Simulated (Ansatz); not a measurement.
# Si: the cost of one run

Computed with Ansatz 0.2.0 (DFT PBE, scalar-relativistic, unless a step's input says otherwise).

### 1 The starting structure

It takes space group Imma (No. 74, orthorhombic). Conventional cell: a = 4.502 Å, b = 4.737 Å, c = 2.550 Å, α = 90.00°, β = 90.00°, γ = 90.00°. Si (site symmetry mm2) has 8 Si at 2.39 to 2.74 Å as nearest neighbours.

Structure file:

```cif
data_structure
_symmetry_space_group_name_H-M 'Imma'
_symmetry_Int_Tables_number 74
_cell_length_a 4.5020
_cell_length_b 4.7370
_cell_length_c 2.5500
_cell_angle_alpha 90.000
_cell_angle_beta 90.000
_cell_angle_gamma 90.000
_cell_volume 54.38
loop_
_atom_site_label
_atom_site_type_symbol
_atom_site_symmetry_multiplicity
_atom_site_Wyckoff_symbol
_atom_site_fract_x
_atom_site_fract_y
_atom_site_fract_z
_atom_site_occupancy
Si1 Si 4 e 0.00000 0.75000 0.55700 1
```

The file gives the conventional cell by its symmetry; the runs use the cell typed in the input.

Atoms are numbered in the order of the input: Si1, Si2.

### 2 After the deformation

Space group Imma before, Imma after.

### 3 Full-potential LAPW

The input, input.yaml:

```yaml
crystal:
  lattice:
    - [-2.18347, 2.297445, 1.275]
    - [2.18347, -2.297445, 1.275]
    - [2.18347, 2.297445, -1.275]
  atoms:
    - { symbol: Si, position: [0.807, 0.557, 0.25] }
    - { symbol: Si, position: [0.193, 0.443, 0.75] }
kpoints:
  mp_grid: { grid: [16, 16, 16] }
  band_path:
    path:
      - [0.0, 0.0, 0.0]
      - [0.5, -0.5, 0.5]
      - [0.4758105458, -0.4758105458, 0.5241894542]
      - [-0.4758105458, 0.4758105458, 0.4758105458]
      - [0.0, 0.0, 0.0]
      - [0.3269963489, 0.3269963489, -0.3269963489]
      - [0.6730036511, -0.3269963489, 0.3269963489]
      - [0.5, -0.5, 0.5]
      - [0.0, 0.0, 0.0]
    npoints: 5
scf:
  occupations: { method: fermi_dirac, width: 0.05 }
hamiltonian:
  xc: pbe
  pseudopotentials: { kind: all_electron, lapw: { basis_error: 0.0005 } }
output:
  forces: true
  stress: true
  eigenvalues: true
```

Started as:

```console
ansatz run input.yaml --threads 1 --pin off --max-ram 3072MiB --backend cpu --events-out ev --progress --plain --runs-dir out
```

What time and memory should one allow on 1 thread of Intel Xeon Platinum 8488C (Sapphire Rapids), shared host?

About 36 s, with a peak of 0.79 GiB.
